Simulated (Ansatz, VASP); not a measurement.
# Al: VASP beside Ansatz

The input INCAR:

```
SYSTEM = Al
PREC = Accurate ; ENCUT = 520
EDIFF = 1E-6 ; ISMEAR = 0
SIGMA = 0.1 ; LREAL = .FALSE.
LASPH = .TRUE. ; NELM = 60
ALGO = Normal ; ISIF = 2
LWAVE = .FALSE. ; LCHARG = .TRUE.
GGA = RE ; LELF = .TRUE.
LVHAR = .TRUE. ; NBANDS = 8
```

KPOINTS

```
regular mesh
0
G
  14 14 14
  0 0 0
```

File POSCAR:

```
Al
1.0
    0.0000000000      2.0248050000      2.0248050000
    2.0248050000      0.0000000000      2.0248050000
    2.0248050000      2.0248050000      0.0000000000
Al
1
Direct
    0.0000000000      0.0000000000      0.0000000000
```

Input for Ansatz:

```yaml
crystal:
  lattice:
    - [0.0, 2.024805, 2.024805]
    - [2.024805, 0.0, 2.024805]
    - [2.024805, 2.024805, 0.0]
  atoms:
    - { symbol: Al, position: [0.0, 0.0, 0.0] }
kpoints:
  mp_grid:
    grid: [14, 14, 14]
hamiltonian:
  xc: revpbe
  pseudopotentials:
    kind: paw
scf:
  occupations:
    method: gaussian
    width: 0.1
output:
  stress: true
```

Alike in both runs: task single point; functional revPBE; k mesh 14 × 14 × 14; occupations gaussian, width 0.1 eV; no spin polarisation.

|  | VASP | Ansatz |
| --- | --- | --- |
| version | VASP 6.6.1 | Ansatz 0.2.0 |
| potentials or method | VASP PAW PBE potentials, release 64 (Al) | plane waves, PAW |
| plane-wave cutoff (eV) | 520 | 420 |
| valence electrons in the cell | 3 | 3 |

|  | VASP | Ansatz | Ansatz less VASP |
| --- | --- | --- | --- |
| pressure (GPa) | 0.2 | 0.4 | +0.17 |

Caveats: the PAW data sets were made with another functional, which shifts forces and pressure a little (VASP).
